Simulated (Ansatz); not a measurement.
# SnSe (Pm-3m): an equation of state far from equilibrium

The task here is to estimate one member of a computed series from the others.

Program: Ansatz 0.2.0. Level of theory: DFT r²SCAN, scalar-relativistic, plane waves, PAW. These are calculated values, not measurements.

The runs add the D3(BJ) dispersion term to the functional named.

### The structure to begin with

The structure is cubic, space group Pm-3m (No. 221). Conventional cell: a = 3.634 Å, b = 3.634 Å, c = 3.634 Å, α = 90.00°, β = 90.00°, γ = 90.00°. Se (site symmetry m-3m) is surrounded by 8 Sn at 3.15 Å. Around Sn (site symmetry m-3m) lie 8 Se at 3.15 Å.

Coordinates:

```cif
data_structure
_symmetry_space_group_name_H-M 'P 1'
_symmetry_Int_Tables_number 1
_cell_length_a 3.6343
_cell_length_b 3.6343
_cell_length_c 3.6343
_cell_angle_alpha 90.000
_cell_angle_beta 90.000
_cell_angle_gamma 90.000
_cell_volume 48.00
loop_
_atom_site_label
_atom_site_type_symbol
_atom_site_fract_x
_atom_site_fract_y
_atom_site_fract_z
_atom_site_occupancy
Se1 Se 0.00000 0.00000 0.00000 1
Sn1 Sn 0.50000 0.50000 0.50000 1
```

This cell comes from an earlier session at r²SCAN: 24.000 Å³/atom at 0.05 GPa, on a 10×10×10 mesh.

Set-up of the first run:

File input.yaml:

```yaml
crystal:
  lattice:
    - [3.5851473691, 0.0, 0.0]
    - [0.0, 3.5851473691, 0.0]
    - [0.0, 0.0, 3.5851473691]
  atoms:
    - { symbol: Se, position: [0.0, 0.0, 0.0] }
    - { symbol: Sn, position: [0.5, 0.5, 0.5] }
basis:
  ecutwfc: 500
  ecutrho_ratio: 4
kpoints:
  mp_grid: { grid: [10, 10, 10] }
hamiltonian:
  xc: r2scan
  dispersion: d3bj
scf:
  occupations: { method: gaussian, width: 0.05 }
output:
  forces: true
  stress: true
  eigenvalues: true
```

Run with:

```console
ansatz run input.yaml --threads 1 --pin off --max-ram 2560MiB --backend cpu --events-out ev --progress --plain --runs-dir out
```

Among the steps run: Volume × 0.96; Volume × 1.04; Volume × 0.92; Volume × 0.88; Volume × 0.84; Volume × 0.8; Volume × 0.76; Volume × 0.72.

One table of the session follows, with a row left open; its other results are not shown here.

| volume (Å³/atom) | energy above the lowest (meV/atom) | pressure (GPa) |
| --- | --- | --- |
| 17.280 | 584.7 | 37.3 |
| 18.240 | 387.4 | 28.3 |
| 19.200 | ? | ? |
| 20.160 | 141.0 | 13.9 |
| 21.120 | 73.4 | 9.2 |
| 22.080 | 30.4 | 5.4 |
| 23.040 | 6.7 | 2.4 |
| 24.000 | 0.0 | 0.0 |
| 24.960 | 5.2 | -1.8 |

**Question.** Estimate the row for volume (Å³/atom) = 19.200.

Worked estimate for «energy above the lowest (meV/atom)». A straight line through the neighbours (18.240, 387.4) and (20.160, 141.0) gives 387.4 + (141.0 − 387.4) × (19.200 − 18.240) / (20.160 − 18.240) = 264.2; a parabola fitted to 4 rows on both sides gives 242.6.

As computed: energy above the lowest (meV/atom): 243.2; pressure (GPa): 20.4. In «energy above the lowest (meV/atom)» the line misses by +21.0 and the parabola by -0.6.

Limits of these values: Other structures may be lower in enthalpy at these pressures. Spin–orbit coupling is left out, though the cell holds Sn; it can open a gap where p bands cross. Warnings in the runs' records: dispersion damping borrowed.
